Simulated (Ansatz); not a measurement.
**Preparing AlN (P6_3mc) as a host crystal**

Aim: the runs on the perfect crystal AlN (P6_3mc) that a defect calculation needs first.

Method: plane-wave PAW DFT, PBEsol; relaxation of the host's cell and atoms; PAW set soft_1, in the first sound run; inputs show where later runs differ, in Ansatz 0.2.0.

## (1) Starting point

The structure is hexagonal, space group P6_3mc (No. 186). The conventional cell has a = 3.129 Å, b = 3.129 Å, c = 5.017 Å, α = 90.00°, β = 90.00°, γ = 120.00°. Nearest to Al lie 4 N at 1.90 to 1.91 Å. N has 4 Al at 1.90 to 1.91 Å nearest. Farther neighbours and most contacts between anions are not listed.

## (2) Host cell relaxation

Lattice and positions are set free, within the symmetry that the program keeps.

cell/input.yaml

```yaml
crystal:
  lattice:
    - [3.1285881, 0.0, 0.0]
    - [-1.5642941, 2.7094368, 0.0]
    - [0.0, 0.0, 5.016955]
  atoms:
    - { symbol: Al, position: [0.66666667, 0.33333333, 0.499287] }
    - { symbol: Al, position: [0.33333333, 0.66666667, 0.999287] }
    - { symbol: "N", position: [0.66666667, 0.33333333, 0.880713] }
    - { symbol: "N", position: [0.33333333, 0.66666667, 0.380713] }
basis:
  ecutwfc: 420
  xc_grid: 2
hamiltonian:
  xc: pbesol
  pseudopotentials: { kind: paw, azcp: { folder: soft_1 }, xc_functional: pbe }
kpoints:
  mp_grid: { grid: [10, 10, 6] }
scf:
  occupations: { method: fixed }
  max_iter: 100
relax:
  f_tol: 0.005
  max_steps: 60
  cell: {}
output:
  forces: true
  stress: true
checkpoint:
  write: "../cell.run"
  compress: false
  write_wavefunctions: false
  write_every: 100000
```

The run is started by

```sh
$ ansatz run input.yaml --threads 32 --pin off --max-ram 84787MiB --backend cuda --events-out ev --progress --plain --runs-dir out --max-vram 78GiB
```

Numbers of over 12 decimals in the logs are rounded to 6 here.

What it wrote:

```text
[... repeated set-up lines and file paths are left out, and long positions are rounded to six places ...]
Engine: ansatz 0.2.0, aarch64-unknown-linux-gnu
Pseudopotentials: kind: paw
Pseudopotential: Al, paw, valence charge 3, recommended cutoff 420 eV (normal), soft_1/Al.paw.azcp
Pseudopotential: N, paw, valence charge 5, recommended cutoff 420 eV (normal), soft_1/N.paw.azcp
Functional definition: PBEsol
  exchange = pbesol_x
  correlation = pbesol_c
[...]
Crystal: 4 atoms, lattice volume = 42.527 Å³
Basis set: ecut = 420 eV, 833 PW (Γ), exchange–correlation on 48×48×72 points (8 copies of the dense FFT grid, shifted against one another)
Bands: 12, of which v1, the nominal top of the filled ones, is band 8 counted from 1 (7 counted from 0)
Symmetry: 12 space group operations
Space group: P63mc (ITA 186), of the structure as read, at distance tolerance 3.5e-5 Å
k-points: 56 of 600 (time reversal used)
Non-local potential: Al, projectors of the file, l = 0: 2, l = 1: 2, l = 2: 1
Non-local potential: N, projectors of the file, l = 0: 2, l = 1: 2, l = 2: 1
PAW form: soft (Blöchl's): semilocal exchange-correlation on the pseudo side does not see the compensation charge
PAW frozen core: Al, regenerated for the run's functional, and the local potential with it (the file was generated under x = pbe(κ = 0.804, μ = 0.219515), c = pbe(β = 0.066725))
PAW frozen core: N, regenerated for the run's functional, and the local potential with it (the file was generated under x = pbe(κ = 0.804, μ = 0.219515), c = pbe(β = 0.066725))
PAW one-centre angular grid: Al, 110 points (default); XC on 64 Gauss nodes
PAW one-centre angular grid: N, 110 points (default); XC on 64 Gauss nodes
Initial density: superposition of atomic densities (chi_scale 0.1, normalization cell, long waves kept (reshape's long-wave potential 0.00 eV rms))
Initial wavefunctions: pseudopotential atomic-orbital guess
[...]
Functional: x = pbesol(κ = 0.804, μ = 0.123457), c = pbesol(β = 0.046)
SCF iter   1: F=—  HF=-1814.557047 eV  |Δ(HF+E_count)|=         —  Δρ=1.27e-1  dr2=8.60e0  Hψ=3644
preconditioner: auto → none  [insulator: Δε(μ)=5.225 eV  Ē_g=13.993 eV  n_scr=2 (ndim 8)  ℏωp=22.8 eV  f_vac=0.000  ε∞_Penn≈3.6]
SCF iter   2: F=—  HF=-1812.338241 eV  |Δ(HF+E_count)|=    2.22e0  Δρ=7.34e-2  dr2=1.37e0  Hψ=1952
[...]
SCF iter   7: F=-1811.918512 eV  HF=-1811.918512 eV  |Δ(HF+E_count)|=   8.08e-9  Δρ=3.08e-6  dr2=1.58e-9  Hψ=2447
SCF 1 converged in 7 iterations: F = -1811.918512 eV  dr2 = 1.58e-9
  greatest PAW one-centre occupation: 0.786 electrons in one spin orbital (limit 2), on the N atom at site 3 (counted from 0), in its partial waves of l = 0
relax step   1: F+E_penalty+E_count = -1811.91851187 eV  Δ(F+E_penalty+E_count) = +0.000e0 eV  max|allowed force component| = 6.017e-3 eV/Å  Δτ_max = 0.0000 Å  P = -3.168 GPa  Ω = 42.527 Å³  (7 SCF iters, dr2 threshold 1.00e-7 eV, accepted)
[... the SCF cycles and remarks between the steps are left out from here to the last step ...]
relax step   2: F+E_penalty+E_count = -1811.92433892 eV  Δ(F+E_penalty+E_count) = -5.827e-3 eV  max|allowed force component| = 6.283e-3 eV/Å  Δτ_max = 0.0007 Å  P = -1.560 GPa  Ω = 42.176 Å³  energy of the carried Pulay correction = +6.009e-4 eV  (4 SCF iters, dr2 threshold 4.00e-7 eV, accepted)
relax step   3: F+E_penalty+E_count = -1811.92652539 eV  Δ(F+E_penalty+E_count) = -2.186e-3 eV  max|allowed force component| = 2.368e-3 eV/Å  Δτ_max = 0.0006 Å  P = +0.035 GPa  Ω = 41.842 Å³  energy of the carried Pulay correction = +1.177e-3 eV  (4 SCF iters, dr2 threshold 4.00e-7 eV, accepted)
[...]
iter 1 solved again at ethr=8.04e-9 eV; its pass at ethr=3.10e-3 eV (dr2=1.29e-6 eV) is discarded
SCF iter   1: F=—  HF=-1811.925457 eV  |Δ(HF+E_count)|=         —  Δρ=6.95e-5  dr2=3.41e-7  Hψ=5748
[...]
SCF iter   2: F=—  HF=-1811.925428 eV  |Δ(HF+E_count)|=   2.89e-5  Δρ=3.24e-5  dr2=9.34e-8  Hψ=1120
SCF iter   3: F=—  HF=-1811.925428 eV  |Δ(HF+E_count)|=   1.08e-7  Δρ=1.39e-5  dr2=1.51e-8  Hψ=1029
SCF iter   4: F=—  HF=-1811.925428 eV  |Δ(HF+E_count)|=   2.12e-8  Δρ=9.67e-7  dr2=1.01e-10  Hψ=1084
SCF iter   5: F=-1811.925428 eV  HF=-1811.925428 eV  |Δ(HF+E_count)|=  1.50e-10  Δρ=2.44e-7  dr2=5.57e-12  Hψ=3999
SCF 4 converged in 5 iterations: F = -1811.925428 eV  dr2 = 5.57e-12
relax step   4: F+E_penalty+E_count = -1811.92542837 eV  Δ(F+E_penalty+E_count) = +1.097e-3 eV  max|allowed force component| = 2.387e-3 eV/Å  Δτ_max = 0.0000 Å  P = -0.020 GPa  Ω = 41.842 Å³  stress off target by 2.17e-2 GPa  SCF on the basis re-selected at this cell (its energy is not comparable with the rows above)  (5 SCF iters)
basis re-selected at this cell: Δ(F+E_penalty+E_count) = +1.097e-3 eV, ΔP = -0.055 GPa vs the last step (what re-selecting the basis moved, of the pressure what is left beyond the Pulay correction that the steps carried, after the strain that the cell walked [...]
SCF converged after 5 iterations
Free energy (F): -1811.925428 eV
Harris-Foulkes:  -1811.925428 eV  (|F-HF|=1.11e-11)
Internal energy: -1811.925428 eV  (E = F + TS)
E sigma→0 (E₀):  -1811.925428 eV
Fermi energy:    7.033609 eV
--- Per-component energies (eV) ---
  E_band       = 28.451425
  E_kinetic    = 311.969992
  E_local      = -418.982558  (includes V_loc(G=0)·N_el)
  E_nonlocal   = 89.682408
  E_hartree    = 153.510501
  E_xc         = -195.984128
  E_vxc        = -213.006687  (∫ρ·V_xc dr)
  E_paw        = -1160.730401  (= ΣΔE_a)
  E_vpaw       = -48.234416  (= ΣTr[D̂ρ^β])
  E_aug_tail   = 0.001678  (compensation charges beyond the density's cutoff)
  E_ewald      = -591.487397
  E_core_change = 0.094476  (= ΣΔE_core)
  E_smearing   = -0.000000  (= −TS)
  E_closure    = -0.000000  (closes the sum)
  Σ components = -1811.925428   (vs F -1811.925428, Δ=0.00e0)
--- Forces (eV/Å), atoms counted from 1 ---
  atom   1  Al     0.00000000     0.00000000    -0.00238719
  atom   2  Al    -0.00000000    -0.00000000    -0.00238719
  atom   3  N      0.00000000    -0.00000000     0.00238643
  atom   4  N     -0.00000000     0.00000000     0.00238643
  max |Σ_I F_I| component: 1.52e-6 eV/Å
--- Stress (GPa, compression-positive) ---
       -0.021658       0.000000       0.000000
        0.000000      -0.021658       0.000000
        0.000000       0.000000      -0.015229
  P = ⅓ Tr σ = -0.0195 GPa (-0.195 kbar)
--- Band table (eV; the first three rows and the last of 56) ---
  k-point 0: bands = [... 4 lower, 6.1582, 6.8112, 6.8112, 7.0336, 11.1302, 13.5763, 17.5234, 18.0476]
  k-point 1: bands = [... 4 lower, 6.1996, 6.4221, 6.7649, 6.7649, 11.6301, 13.6438, 17.3475, 18.0159]
  [... further k-points left out ...]
--- Relaxed structure (3 steps of the walk, 3 accepted, 1 SCFs on fresh bases) ---
  F+E_penalty+E_count = -1811.92542837 eV   max|allowed force component| = 2.387e-3 eV/Å   (the final SCF, on the basis selected at the relaxed cell)
  cell:  # Å, volume = 41.8416 Å³
    - [3.113607, 2.8729285943171094e-8, 0.0]
    - [-1.556804, 2.696463, 0.0]
    - [0, 0.0, 4.983677]
  atoms:
    - { symbol: Al, position: [0.666667, 0.333333, 0.499034] }
    - { symbol: Al, position: [0.333333, 0.666667, 0.999034] }
    - { symbol: N, position: [0.666667, 0.333333, 0.880966] }
    - { symbol: N, position: [0.333333, 0.666667, 0.380966] }
```

Wall time 2.3 s (1 × NVIDIA GB200 with 32 threads of Arm Neoverse V2, shared host); peak memory 0.95 GiB.

Step by step:

| step | energy less that of the first step (eV) | largest force component (eV/Å) | pressure (GPa) | volume (Å³) |
| --- | --- | --- | --- | --- |
| 1 | 0.0000 | 0.0060 | -3.17 | 42.53 |
| 2 | -0.0058 | 0.0063 | -1.56 | 42.18 |
| 3 | -0.0080 | 0.0024 | 0.04 | 41.84 |
| 4* | -0.0069 | 0.0024 | -0.02 | 41.84 |

Relaxation steps marked * repeat the geometry before them on a plane-wave basis chosen anew for their cell, so energy and pressure can jump there.

Forces are held to the 12 operations that the run works with; a distortion that breaks them can't arise in this run.

| conventional cell, symmetrised | before | after | change |
| --- | --- | --- | --- |
| a (Å) | 3.129 | 3.114 | -0.5 % |
| b (Å) | 3.129 | 3.114 | -0.5 % |
| c (Å) | 5.017 | 4.984 | -0.7 % |
| volume (Å³/atom) | 10.63 | 10.46 | -1.6 % |

The relaxed structure:

```
Al N
1.0
     3.11361    0.00000    0.00000
    -1.55680    2.69646    0.00000
     0.00000    0.00000    4.98368
Al N
2 2
Direct
  0.66667 0.33333 0.49903
  0.33333 0.66667 0.99903
  0.66667 0.33333 0.88097
  0.33333 0.66667 0.38097
```

Numbers from this step:

| Property | Result |
| --- | --- |
| pressure | -0.01951 GPa |

The relaxation ends with a largest force component of 0.0024 eV/Å and a pressure of -0.02 GPa.

## (3) Dielectric tensors of the host

The response to a uniform electric field gives the electronic dielectric tensor.

This step: plane-wave PAW DFPT, PBEsol; dielectric tensors, Born charges and zone-centre modes of the host; PAW set soft_1 (Ansatz 0.2.0).

eps/input.yaml

```yaml
crystal:
  lattice:
    - [3.1136073585, 2.87e-08, 0.0]
    - [-1.5568037041, 2.6964630555, 0.0]
    - [0.0, 0.0, 4.9836767961]
  atoms:
    - { symbol: Al, position: [0.6666666667, 0.3333333333, 0.4990341637] }
    - { symbol: Al, position: [0.3333333333, 0.6666666667, 0.9990341637] }
    - { symbol: "N", position: [0.6666666667, 0.3333333333, 0.8809658363] }
    - { symbol: "N", position: [0.3333333333, 0.6666666667, 0.3809658363] }
basis:
  ecutwfc: 420
hamiltonian:
  xc: pbesol
  pseudopotentials: { kind: paw, azcp: { folder: soft_1 }, xc_functional: pbe }
kpoints:
  mp_grid: { grid: [9, 9, 5] }
scf:
  occupations: { method: fixed }
  max_iter: 100
phonons:
  method: dfpt
  dielectric: true
  rigid_motions: translations
```

What it wrote:

```text
[...]
Crystal: 4 atoms, lattice volume = 41.842 Å³
Basis set: ecut = 420 eV, 809 PW (Γ), exchange–correlation on 48×48×72 points (8 copies of the dense FFT grid, shifted against one another)
Bands: 12, of which v1, the nominal top of the filled ones, is band 8 counted from 1 (7 counted from 0)
Symmetry: 12 space group operations
k-points: 115 of 405 (irreducible under 2 space group operations, time reversal used)
[...]
SCF iter   1: F=—  HF=-1814.635252 eV  |Δ(HF+E_count)|=         —  Δρ=1.30e-1  dr2=8.74e0  Hψ=7440
[...]
SCF iter   2: F=—  HF=-1812.336179 eV  |Δ(HF+E_count)|=    2.30e0  Δρ=7.33e-2  dr2=1.32e0  Hψ=3991
[...]
SCF iter   9: F=-1811.925442 eV  HF=-1811.925442 eV  |Δ(HF+E_count)|=  4.55e-11  Δρ=4.74e-8  dr2=4.89e-13  Hψ=5317
SCF 1 converged in 9 iterations: F = -1811.925442 eV  dr2 = 4.89e-13
[...]
the response reads at least the filled bands of the reference SCF and the lowest empty band at each k-point, and that SCF's band table does not vouch for those bands. The notice of the band table in this run's record says why
[...]
NSCF: frozen V_eff on 1 k-points
[...]
NSCF: frozen V_eff on 36 k-points, pencils in batches of 32, up to order 48
[...]
DFPT response loops at q = (0, 0, 0) (fractional): preconditioner auto → none (the input reference at scf.mixing.eps_inf says where Resta's filter doesn't serve); β = 0.50; Anderson in place of MSR1; [...]
[...]
DFPT response loops at Γ: preconditioner auto → none (the input reference at scf.mixing.eps_inf says where Resta's filter doesn't serve); β = 0.50; Broyden in place of MSR1
── the response to a field inside a basis, on 10×10×6 k-points: an SCF that follows is theirs, and a resumed run solves both again ──
[...]
Bands: 9, of which v1, the nominal top of the filled ones, is band 8 counted from 1 (7 counted from 0)
k-points: 90 of 600 (irreducible under 4 space group operations, time reversal used)
[...]
Eigensolver: Dense (90 Hₖ)
SCF iter   1: F=—  HF=-1811.925016 eV  |Δ(HF+E_count)|=         —  Δρ=2.27e-4  dr2=3.19e-6
[...]
SCF iter   4: F=-1811.925019 eV  HF=-1811.925019 eV  |Δ(HF+E_count)|=   4.26e-8  Δρ=3.50e-6  dr2=1.46e-9
SCF 1 converged in 4 iterations: F = -1811.925019 eV  dr2 = 1.46e-9
[...]
SCF converged after 9 iterations
Free energy (F): -1811.925442 eV
[...]
Internal energy: -1811.925442 eV  (E = F + TS)
E sigma→0 (E₀):  -1811.925442 eV
Fermi energy:    7.033630 eV
[...]
--- Band table (eV; the first three rows and the last of 115) ---
  k-point 0: bands = [... 4 lower, 6.1582, 6.8113, 6.8113, 7.0336, 11.1302, 13.5763, 17.5234, 18.0476]
  k-point 1: bands = [... 4 lower, 6.2173, 6.2173, 6.7454, 6.7454, 11.8098, 13.6665, 17.2838, 18.0120]
  [... further k-points left out ...]
--- Phonons (Γ-DFPT): 4 representative perturbations + reference (Σ response iterations 20) ---
  k mesh reduced under 2 symmetry operations, with k and −k counted as one. Each operation leaves every solved perturbation unchanged. A smaller set is not considered because the run solves the response to a homogeneous field
  ASR residual: 1.620e-4 → 0.000e0 eV/Å²; symmetrization residual: 4.257e-7 eV/Å²
  ASR residual per site (eV/Å²): 1.62e-4 1.62e-4 7.92e-5 7.92e-5
  Γ frequencies (cm⁻¹): 0.00 0.00 0.00 234.93 234.93 542.18 606.42 651.64 651.64 662.93 662.93 712.94
  ε∞ (high-frequency dielectric tensor):
        4.495803     0.000000     0.000000
        0.000000     4.495803     0.000000
        0.000000     0.000000     4.728151
  ε⁰ (static dielectric tensor: ions relaxed, cell fixed):
        8.198581     0.000000     0.000000
        0.000000     8.198581     0.000000
        0.000000     0.000000     9.741989
  ε⁰ − ε∞ (ionic part):
        3.702778     0.000000     0.000000
        0.000000     3.702778     0.000000
        0.000000     0.000000     5.013838
  softest optical mode at Γ: 234.93 cm⁻¹; the repairs (sum rule, projections) moved no ω² at Γ by more than (1.32 cm⁻¹)²
  Born effective charges Z* (e; rows j = field, columns β = displacement):
    site 0:
         2.52572    0.00000   -0.00000
         0.00000    2.52572   -0.00000
         0.00000   -0.00000    2.68851
    site 1:
         2.52572    0.00000   -0.00000
         0.00000    2.52572   -0.00000
         0.00000    0.00000    2.68851
    site 2:
        -2.52572   -0.00000    0.00000
        -0.00000   -2.52572    0.00000
        -0.00000    0.00000   -2.68851
    site 3:
        -2.52572   -0.00000   -0.00000
        -0.00000   -2.52572    0.00000
         0.00000   -0.00000   -2.68851
  Z* charge neutrality: 8.132e-4 e pre-enforcement
  solved inside a basis spanned on kpoints, on 10×10×6 k-points, its susceptibility summed on 16×16×10: ε∞ is read to err by 1.3e-2, Z* by 1.0e-2 e (field_mesh: kpoints solves on kpoints); Z* is corrected for what the basis lacks
  optical modes at Γ without the LO–TO term, one row a degenerate level:
      ω (cm⁻¹)  modes    IR ((D/Å)²/amu)
        234.93      2             0.0000
        542.18      1             0.0000
        606.42      1            36.1714
        651.64      2             0.0000
        662.93      2            63.8475
        712.94      1             0.0000
  optical modes at Γ + LO–TO along q̂ = [1.0000, 0.0000, 0.0000]:
      ω (cm⁻¹)  modes    IR ((D/Å)²/amu)
        234.93      2             0.0000
        542.18      1             0.0000
        606.42      1            36.1714
        651.64      2             0.0000
        662.93      1            31.9238
        712.94      1             0.0000
        895.23      1            31.9238
  optical modes at Γ + LO–TO along q̂ = [0.0000, 1.0000, 0.0000]:
      ω (cm⁻¹)  modes    IR ((D/Å)²/amu)
        234.93      2             0.0000
        542.18      1             0.0000
        606.42      1            36.1714
        651.64      2             0.0000
        662.93      1            31.9238
        712.94      1             0.0000
        895.23      1            31.9238
  optical modes at Γ + LO–TO along q̂ = [0.0000, 0.0000, 1.0000]:
      ω (cm⁻¹)  modes    IR ((D/Å)²/amu)
        234.93      2             0.0000
        542.18      1             0.0000
        651.64      2             0.0000
        662.93      2            63.8475
        712.94      1             0.0000
        870.47      1            36.1714
```

Wall time 7.5 s (1 × NVIDIA GB200 with 32 threads); peak memory 1.2 GiB.

In the SCF lines HF is the Harris–Foulkes energy and dr2 the Hartree energy of the density residual, in eV; the loop may stop once dr2 is under the threshold and the program's other checks hold. Hψ counts applications of the Hamiltonian.

Electronic dielectric tensor:

```
4.50 0.00 0.00
0.00 4.50 0.00
0.00 0.00 4.73
```

Static dielectric tensor:

```
8.20 0.00 0.00
0.00 8.20 0.00
0.00 0.00 9.74
```

The principal values of the electronic dielectric tensor are 4.50, 4.50 and 4.73. The principal values of the static dielectric tensor are 8.20, 8.20 and 9.74.

[end of part 1 of 3]

[Logs are printed without paths, hosts, clocks, repeated set-up lines and the standing remarks that a program may print on its own settings, such as how far it seeks lower states.]

[Hosts, paths, dates, database ids (printed as entryN), source tags and the programs' standing remarks are cut or masked in the printed files.]

[Runs of the host that timed out are not shown.]

[For some hosts the program warned that the k-mesh of the response run may be too coarse for force constants and the static dielectric constant; such warnings are not always shown.]
